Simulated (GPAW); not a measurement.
Fe, 1 atom in the cell. Symmetry: Im-3m, No. 229, cubic system. Conventional cell: a = 2.867 Å, b = 2.867 Å, c = 2.867 Å, α = 90.00°, β = 90.00°, γ = 90.00°. Fe (site symmetry m-3m) is surrounded by 8 Fe at 2.48 Å. 

* Program: GPAW 26.7.0
* Task: magnons
* Functional: LDA
* Potentials or basis: the program's PAW data sets (release 1.2.1) made for this functional
* Cutoff: 500 eV
* Basis: pw
* k mesh: 10 × 10 × 10
* Occupations: fermi-dirac, width 0.05 eV
* Spin: collinear spin, ferromagnetic start
* Starting moments: [4.0] μB
* Lines: 2
* Response ecut: 150 eV
* Maxiter: 150
* Response k mesh: 14 × 14 × 14
* Response bands: 22
* Sites: [0]
* Site radius: 1.179

Potentials or basis: the program's PAW data sets (release 1.2.1) made for this functional, pw.

Launch:

```sh
$ OMP_NUM_THREADS=1 python run.py
```

Hardware: 1 thread of Arm Neoverse V2 (shared host).

Task: How long does it take, and how much memory?

Result: It took 4.7 min on 1 thread of Arm Neoverse V2, on a shared host, peak memory 0.23 GiB. Counts: scf iterations 23, plane waves 321, bands 12, k points 47.
